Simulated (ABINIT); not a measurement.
# BaTiO3 (P1) in ABINIT: convergence with k mesh

Aim: find how far k mesh must go before the results for BaTiO3 settle, at PBE. This setting moves, with any that are tied to it; all else stays.

Program: ABINIT 10.8.3 (patched build). These are calculated values, not measurements. Logs are shortened: lines on timing, memory, paths and dates and some standing lists are left out, and cuts for length are marked. The log counts tension as positive stress, the text compression.

## Step 1: Starting point

The typed cell holds 10 atoms: a = 3.964 Å, b = 5.669 Å, c = 5.729 Å, α = 93.55°, β = 92.29°, γ = 91.36°.

## Step 2: With k mesh 1 × 1 × 1

run.abi

```
# Pseudopotentials
pp_dirpath "./"
pseudos "Ba.GGA_PBE-JTH.xml, Ti.GGA_PBE-JTH.xml, O.GGA_PBE-JTH.xml"

# Structure
acell 7.4899688888 10.7128567231 10.8271700012
rprim
    -0.0231087166     0.0057477886    -0.9997164349
     0.6845800080     0.7288375765     0.0120830330
     0.6847328713    -0.7285231683     0.0198717962
ntypat 3
znucl 56 22 8
natom 10
typat 1 1 2 2 3 3 3 3 3 3
xcart
    -0.0891125552     0.0215515380    -3.9523802761
     3.8098746872    -0.0080565631    -3.8704694792
     5.8056785066    -2.0916999376    -1.8363640889
     5.7812868786     2.0620583224    -1.8706429139
     5.7604807961    -2.0831182162    -3.8104538903
     5.8496462480     2.0349441033     0.1179452049
     1.9215327132    -0.0034793363    -1.9119700266
     5.8094583744    -0.0035131710    -1.8419768730
     3.8686358071    -2.0812639958    -1.8915743504
     3.8552701099     2.0566853129    -1.9035478876 Angstrom
chkprim 0
chksymtnons 0
tolsym 1.0e-6

# Plane-wave basis
ecut 23.0
pawecutdg 45.0
pawxcdev 0

# k points
kptopt 1
ngkpt 1 1 1
nshiftk 1
shiftk 0.0 0.0 0.0

# Exchange and correlation
ixc 11

# Bands and occupations
nband 48
occopt 3
tsmear 0.1 eV

# SCF cycle
nstep 100
tolvrs 1.0e-9

# Output
iomode 3
prtwf 0
prtden 0
prteig 0
prtebands 0
enunit 1
```

Potentials or basis: JTH PAW PBE v2.0.

Command:

```sh
> abinit run.abi > log 2>&1
```

It took 39 s on 1 thread of Arm Neoverse V1, shared host; peak memory 0.19 GiB.

It converged, with:

- Free energy: -7238.2772 eV
- Pressure: 24.5 GPa
- Largest force: 2.948 eV/Å

## Step 3: With k mesh 2 × 1 × 1

run.abi: that of step 2 with these lines changed.

```diff
@@ -36,3 +36,3 @@
 kptopt 1
-ngkpt 1 1 1
+ngkpt 2 1 1
 nshiftk 1
```

Potentials or basis: JTH PAW PBE v2.0.

Command:

```sh
> mpirun --bind-to none -np 2 abinit run.abi > log 2>&1
```

Run time: 24 s. Hardware: 2 MPI ranks of Arm Neoverse V1, shared host; peak memory 0.34 GiB.

The run converged. Its results:

- Free energy: -7246.9149 eV
- Pressure: 13.3 GPa
- Largest force: 0.992 eV/Å
- Band gap on the k mesh: 0.94 eV

## Step 4: With k mesh 2 × 2 × 2

run.abi: that of step 3 with these lines changed.

```diff
@@ -36,3 +36,3 @@
 kptopt 1
-ngkpt 2 1 1
+ngkpt 2 2 2
 nshiftk 1
```

Command:

```sh
> mpirun --bind-to none -np 4 abinit run.abi > log 2>&1
```

Wall time 28 s (4 MPI ranks of Arm Neoverse V1, shared host); peak memory 0.64 GiB.

It converged, with:

```
Free energy            : -7251.4866 eV
Pressure               : 5.0 GPa
Largest force          : 0.310 eV/Å
Band gap on the k mesh : 1.37 eV
```

## Step 5: With k mesh 3 × 2 × 2

run.abi: that of step 4 with these lines changed.

```diff
@@ -36,3 +36,3 @@
 kptopt 1
-ngkpt 2 2 2
+ngkpt 3 2 2
 nshiftk 1
```

Command:

```sh
> mpirun --bind-to none -np 4 abinit run.abi > log 2>&1
```

It took 38 s on 4 MPI ranks of Arm Neoverse V1, shared host; peak memory 0.64 GiB.

The run converged. Its results:

```
Free energy            : -7251.8372 eV
Pressure               : 4.5 GPa
Largest force          : 0.276 eV/Å
Band gap on the k mesh : 1.55 eV
```

## Step 6: With k mesh 4 × 3 × 3

run.abi: that of step 5 with these lines changed.

```diff
@@ -36,3 +36,3 @@
 kptopt 1
-ngkpt 3 2 2
+ngkpt 4 3 3
 nshiftk 1
```

Potentials or basis: JTH PAW PBE v2.0.

Command:

```sh
> mpirun --bind-to none -np 4 abinit run.abi > log 2>&1
```

Wall time 1.7 min (4 MPI ranks of Arm Neoverse V1, shared host); peak memory 0.68 GiB.

The run converged. Its results:

- Free energy: -7252.0080 eV
- Pressure: 4.1 GPa
- Largest force: 0.269 eV/Å
- Band gap on the k mesh: 1.52 eV

## Step 7: With k mesh 5 × 4 × 4

run.abi: that of step 6 with these lines changed.

```diff
@@ -36,3 +36,3 @@
 kptopt 1
-ngkpt 4 3 3
+ngkpt 5 4 4
 nshiftk 1
```

Command:

```sh
> mpirun --bind-to none -np 4 abinit run.abi > log 2>&1
```

It took 3.4 min on 4 MPI ranks of Arm Neoverse V1, shared host; peak memory 0.84 GiB.

The run converged. Its results:

```
Free energy            : -7252.0240 eV
Pressure               : 4.1 GPa
Largest force          : 0.267 eV/Å
Band gap on the k mesh : 1.61 eV
```

## Step 8: With k mesh 6 × 4 × 4

run.abi: that of step 7 with these lines changed.

```diff
@@ -36,3 +36,3 @@
 kptopt 1
-ngkpt 5 4 4
+ngkpt 6 4 4
 nshiftk 1
```

Potentials or basis: JTH PAW PBE v2.0.

Command:

```sh
> mpirun --bind-to none -np 4 abinit run.abi > log 2>&1
```

run.abo:

```text
.Version 10.8.3 of ABINIT
 Symmetries : space group P1 (#  1); Bravais aP (primitive triclinic)
================================================================================
 Values of the parameters that define the memory need of the present run
     intxc =       0    ionmov =       0      iscf =      17    lmnmax =      18
     lnmax =       6     mgfft =      48  mpssoang =       3    mqgrid =    3261
     natom =      10  nloc_mem =       2    nspden =       1   nspinor =       1
    nsppol =       1      nsym =       1    n1xccc =       1    ntypat =       3
    occopt =       3   xclevel =       2
       mpw =        4582          nfft =       82944          nkpt =          52
Pmy_natom=         3
 PAW method is used; the additional fine FFT grid is defined by:
   mgfftf=        72    nfftf =    248832
================================================================================
================================================================================

--------------------------------------------------------------------------------
------------- Echo of variables that govern the present computation ------------
--------------------------------------------------------------------------------
 -outvars: echo values of preprocessed input variables --------
            acell      7.4899688888E+00  1.0712856723E+01  1.0827170001E+01 Bohr
              amu      1.37327000E+02  4.78800000E+01  1.59994000E+01
          chkprim           0
      chksymtnons           0
             ecut      2.30000000E+01 Hartree
           enunit           1
                       outvar_i_n : Printing only first  50 k-points.
              ixc          11
                       outvar_i_n : Printing only first  50 k-points.
         kptrlatt        6    0    0      0    4    0      0    0    4
          kptrlen      4.28514269E+01
            natom          10
            nband          48
            ngfft          36      48      48
          ngfftdg          48      72      72
             nkpt          52
            nstep         100
             nsym           1
           ntypat           3
                       prtocc : prtvol=0, do not print more k-points.
           occopt           3
        pawecutdg      4.50000000E+01 Hartree
         pawxcdev           0
           prtden           0
        prtebands           0
           prteig           0
            prtwf           0
            rprim     -2.3108716600E-02  5.7477886000E-03 -9.9971643490E-01
                       6.8458000800E-01  7.2883757650E-01  1.2083033000E-02
                       6.8473287130E-01 -7.2852316830E-01  1.9871796200E-02
          spgroup           1
           tolsym      1.00000000E-06
           tolvrs      1.00000000E-09
           tsmear      3.67493222E-03 Hartree
            typat      1  1  2  2  3  3  3  3  3  3
           useylm           1
                       outvars : Printing only first  50 k-points.
           xangst     -8.9112555200E-02  2.1551538000E-02 -3.9523802761E+00
                       3.8098746872E+00 -8.0565631000E-03 -3.8704694792E+00
                       5.8056785066E+00 -2.0916999376E+00 -1.8363640889E+00
                       5.7812868786E+00  2.0620583224E+00 -1.8706429139E+00
                       5.7604807961E+00 -2.0831182162E+00 -3.8104538903E+00
[... 263 lines left out ...]
iteration_state     : {dtset: 1, }
comment             : Components of total free energy in Hartree
kinetic             :  7.94143012306384E+01
hartree             :  5.87950594323112E+01
xc                  : -4.37487456914606E+01
Ewald energy        : -2.07118313822552E+02
psp_core            :  1.86504752171591E+01
local_psp           : -1.80259912077055E+02
PAW spherical_terms :  7.76010474553753E+00
internal            : -2.66507030965422E+02
'-kT*entropy'       : -3.99336575991040E-06
total_energy        : -2.66507034958787E+02
total_energy_eV     : -7.25202586553472E+03
...

--- !EnergyTermsDC
iteration_state     : {dtset: 1, }
comment             : '"Double-counting" decomposition of free energy'
band_energy         : -2.85542855546310E+01
Ewald energy        : -2.07118313822552E+02
psp_core            :  1.86504752171591E+01
xc_dc               : -5.53686150900241E+01
PAW spherical_terms :  5.88371375862213E+00
internal            : -2.66507025491426E+02
'-kT*entropy'       : -3.99336575991040E-06
total_energy_dc     : -2.66507029484792E+02
total_energy_dc_eV  : -7.25202571657973E+03
...

--- !EnergyTermsWithPAWCore
iteration_state     : {dtset: 1, }
comment             : 'Components of total free energy, including PAW core contributions'
Total energy        : -1.84311092474894E+04
Total energy DC     : -1.84311092420154E+04
Total energy (eV)   : -5.01536032675307E+05
Total energy DC (eV): -5.01536032526352E+05
...

 Cartesian components of stress tensor (hartree/bohr^3)
  sigma(1 1)= -3.14888837E-04  sigma(3 2)= -4.50342709E-05
  sigma(2 2)=  9.21363099E-05  sigma(3 1)=  2.03073756E-04
  sigma(3 3)= -1.96297176E-04  sigma(2 1)= -4.23442979E-05

-Cartesian components of stress tensor (GPa)         [Pressure=  4.1096E+00 GPa]
- sigma(1 1)= -9.26434943E+00  sigma(3 2)= -1.32495399E+00
- sigma(2 2)=  2.71074382E+00  sigma(3 1)=  5.97463618E+00
- sigma(3 3)= -5.77526231E+00  sigma(2 1)= -1.24581226E+00

== END DATASET(S) ==============================================================
================================================================================

 -outvars: echo values of variables after computation  --------
            acell      7.4899688888E+00  1.0712856723E+01  1.0827170001E+01 Bohr
           etotal     -2.6650702948E+02
            fcart     -9.7100821714E-04  5.2928114967E-04 -1.4431160485E-03
                      -1.2542491110E-04  1.5037619440E-03 -4.2422129536E-04
                      -1.1687373871E-03 -4.5889218858E-05  1.7029318830E-04
                       1.5108087590E-03 -1.8127091431E-03  8.5651320645E-04
                       2.3372437084E-03  1.9924515009E-04 -2.6836696592E-04
                      -4.7130906553E-04  1.7353788126E-03  2.5940387973E-03
                      -2.4834764745E-03  1.3564473337E-03 -2.8939041943E-03
                       8.7166629752E-04 -5.1233803731E-03 -5.8179716117E-05
                       4.1297605731E-03 -8.7134420832E-04  1.5032857063E-03
                      -3.6295232827E-03  2.5292085533E-03 -3.6342678182E-05
            rprim     -2.3108716600E-02  5.7477886000E-03 -9.9971643490E-01
                       6.8458000800E-01  7.2883757650E-01  1.2083033000E-02
                       6.8473287130E-01 -7.2852316830E-01  1.9871796200E-02
           strten     -3.1488883673E-04  9.2136309863E-05 -1.9629717598E-04
                      -4.5034270894E-05  2.0307375620E-04 -4.2344297882E-05
           xangst     -8.9112555200E-02  2.1551538000E-02 -3.9523802761E+00
                       3.8098746872E+00 -8.0565631000E-03 -3.8704694792E+00
                       5.8056785066E+00 -2.0916999376E+00 -1.8363640889E+00
                       5.7812868786E+00  2.0620583224E+00 -1.8706429139E+00
                       5.7604807961E+00 -2.0831182162E+00 -3.8104538903E+00
                       5.8496462480E+00  2.0349441033E+00  1.1794520490E-01
                       1.9215327132E+00 -3.4793363000E-03 -1.9119700266E+00
                       5.8094583744E+00 -3.5131710000E-03 -1.8419768730E+00
                       3.8686358071E+00 -2.0812639958E+00 -1.8915743504E+00
                       3.8552701099E+00  2.0566853129E+00 -1.9035478876E+00
             xred      9.9748690065E-01  1.4772000391E-04  4.2716999618E-04
                       9.9982027060E-01  4.9875260034E-01  5.0108677032E-01
                       5.0074740026E-01  4.9905912032E-01  9.9785408063E-01
                       5.0365646023E-01  9.9876813068E-01  4.9738197031E-01
                       9.9895966057E-01  4.9877997033E-01  9.9824097062E-01
                       1.9446299295E-03  9.9975533068E-01  5.0211677031E-01
                       4.9413247029E-01  2.5152792017E-01  2.5251016016E-01
                       4.9937016024E-01  7.5231443051E-01  7.4825990047E-01
                       5.0325957028E-01  2.5086477016E-01  7.4968771047E-01
                       5.0062248026E-01  7.5003001052E-01  2.5243449015E-01
 Calculation completed.
```

Wall time 3.8 min (4 MPI ranks of Arm Neoverse V1, shared host); peak memory 0.84 GiB.

Results:

```
Free energy            : -7252.0257 eV
Pressure               : 4.1 GPa
Largest force          : 0.267 eV/Å
Band gap on the k mesh : 1.53 eV
```

## Step 9: The series at a glance

| k mesh | energy less the tightest run, at zero smearing (meV/atom) | pressure (GPa) | largest force (eV/Å) | gap on the mesh (eV) | SCF cycles | CPU time (s) |
| --- | --- | --- | --- | --- | --- | --- |
| 1 × 1 × 1 | 1392.88 | 24.51 | 2.948 | - | 28 | 39 |
| 2 × 1 × 1 | 512.01 | 13.32 | 0.992 | 0.940 | 21 | 48 |
| 2 × 2 × 2 | 53.95 | 4.97 | 0.310 | 1.370 | 18 | 110 |
| 3 × 2 × 2 | 18.86 | 4.49 | 0.276 | 1.550 | 19 | 150 |
| 4 × 3 × 3 | 1.78 | 4.14 | 0.269 | 1.525 | 19 | 420 |
| 5 × 4 × 4 | 0.18 | 4.11 | 0.267 | 1.606 | 18 | 820 |
| 6 × 4 × 4 | 0.00 | 4.11 | 0.267 | 1.534 | 18 | 910 |

Against the tightest run, the energy stays within 1 meV/atom from 5 × 4 × 4 on; the pressure stays within 0.1 GPa from 4 × 3 × 3 on; the largest force stays within 0.005 eV/Å from 4 × 3 × 3 on. Not settled before the last step: the gap on the mesh (to 0.01 eV). Meshes of other sizes hit other points, so gaps and Fermi surfaces needn't settle smoothly. The tightest run that finished is the yardstick and may itself not be fully converged.

Caveats: this set's barium file shifts pressures by 1.5 GPa and gaps by 0.1 eV against other sets; spin-orbit coupling is left out, which moves the levels of the heavy elements; the atomic spheres overlap.
